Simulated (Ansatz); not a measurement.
Sb (sc type), DFT, PBE, all-electron LAPW, scalar-relativistic (Ansatz 0.2.0), on 1 thread of Arm Neoverse V2 (shared host).

Command: `ansatz run input.yaml --threads 1 --pin off --max-ram 3072MiB --backend cpu --events-out ev --progress --plain --runs-dir out`

```yaml
crystal:
  lattice:
    - [3.1072664683, 0.0, 0.0]
    - [0.0, 3.1072664683, 0.0]
    - [0.0, 0.0, 3.1072664683]
  atoms:
    - { symbol: Sb, position: [0.0, 0.0, 0.0] }
kpoints:
  mp_grid: { grid: [13, 13, 13] }
scf:
  occupations: { method: fermi_dirac, width: 0.05 }
hamiltonian:
  xc: pbe
  pseudopotentials: { kind: all_electron, lapw: { basis_error: 0.0005 } }
output:
  forces: true
  stress: true
  eigenvalues: true
  populations: true
relax:
  f_tol: 0.005
  max_steps: 25
  cell: {}
```

(1) How large is the problem that the program sets up?

(2) About how long does it take?

## Answers

(1) 84 irreducible k-points, 251 plane waves at Γ, 16 bands.

(2) 9.7 s of wall time for 7 SCF iterations over 1 geometries. Times on shared machines scatter by tens of per cent.
